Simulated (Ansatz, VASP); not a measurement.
## Mg in VASP and in Ansatz

INCAR

```
SYSTEM = Mg
PREC = Accurate ; ENCUT = 520
EDIFF = 1E-7 ; ISMEAR = 0
SIGMA = 0.15 ; LREAL = .False.
LASPH = .True. ; NELM = 100
ALGO = Normal ; ISIF = 2
LWAVE = .False. ; LCHARG = .False.
NBANDS = 9
```

File KPOINTS:

```
regular mesh
0
Gamma
  18 18 10
  0 0 0
```

The input POSCAR:

```
Mg
1.0
    3.2092715325      0.0000000000      0.0000000000
   -1.6046357662      2.7793106748      0.0000000000
    0.0000000000      0.0000000000      5.6271564000
Mg
2
Direct
    0.3333333333      0.6666666667      0.2500000000
    0.6666666667      0.3333333333      0.7500000000
```

Input for Ansatz:

```yaml
crystal:
  lattice:
    - [3.2092715325, 0.0, 0.0]
    - [-1.6046357662, 2.7793106748, 0.0]
    - [0.0, 0.0, 5.6271564]
  atoms:
    - { symbol: Mg, position: [0.3333333333, 0.6666666667, 0.25] }
    - { symbol: Mg, position: [0.6666666667, 0.3333333333, 0.75] }
basis:
  ecutwfc: 420
kpoints:
  mp_grid: { grid: [18, 18, 10] }
hamiltonian:
  xc: lda
scf:
  occupations: { method: gaussian, width: 0.15 }
output:
  forces: true
  stress: true
  eigenvalues: true
```

Change from the starting cell: strain +0.000 along x and y, +0.080 along z, atoms carried along.

Alike in both runs: task single point; functional LDA; k mesh 18 × 18 × 10; occupations gaussian, width 0.15 eV; no spin polarisation.

|  | VASP | Ansatz |
| --- | --- | --- |
| version | VASP 6.6.1 | Ansatz 0.2.0 |
| potentials or method | VASP PAW LDA potentials, release 64 (Mg) | scalar-relativistic, plane waves, PAW |
| plane-wave cutoff (eV) | 520 | 420 |
| valence electrons in the cell | 4 | 20 |

```tsv
	VASP	Ansatz	Ansatz less VASP
gap on the k mesh at the Fermi level (eV)	none	none	-
pressure (GPa)	-4.4	-4.1	+0.29
largest component of the traceless stress (GPa)	1.47	1.47	0.000
```

A gap of «none» marks a metal or a gap that the smearing closes. The two sets of potentials don't hold the same shells in valence.
